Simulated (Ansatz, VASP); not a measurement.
## SiO2: VASP beside Ansatz

```xyz
6
Lattice="4.1236 0.0000 0.0000 0.0000 4.1236 0.0000 0.0000 0.0000 2.6317" Properties=species:S:1:pos:R:3 pbc="T T T"
Si    0.0000    0.0000    0.0000
Si    2.0618    2.0618    1.3159
O     1.2647    1.2647    0.0000
O     0.7971    3.3265    1.3159
O     2.8589    2.8589    0.0000
O     3.3265    0.7971    1.3159
```

Change from the starting cell: volume scaled by 0.96, PAW files.

Alike in both runs: task electric field gradients; functional PBE; k mesh 6 × 6 × 9; occupations fermi-dirac, width 0.03 eV; no spin polarisation.

```csv
,VASP,Ansatz
version,VASP 6.6.1,Ansatz 0.2.0
potentials or method,"VASP PAW PBE potentials, release 64 (Si, O)","PAW with Ansatz's default frozen-core files, scalar-relativistic"
plane-wave cutoff (eV),520,420
valence electrons in the cell,32,32
```

Ansatz gave:

| Quantity | Value |
| --- | --- |
| gap on the k mesh at the Fermi level (eV) | 6.37 |
| pressure (GPa) | 26.1 |
| largest component of the traceless stress (GPa) | 2.61 |
| rms of the force components (eV/Å) | 0.252 |
| Vzz of the field gradient on the site that differs most (V/Å²) | 20.2 |

What did VASP give for the same quantities?

gap on the k mesh at the Fermi level (eV): 6.37; pressure (GPa): 26.3; largest component of the traceless stress (GPa): 3.14; rms of the force components (eV/Å): 0.262; Vzz of the field gradient on the site that differs most (V/Å²): 23.3.

Atom by atom the forces differ by 0.010 eV/Å (rms over components).

Caveats: so large a pressure means that the cell lies far from this level's equilibrium, or that cutoff or potentials fall short (VASP); an odd mesh through Γ misses points on the zone boundary, where band edges often lie.
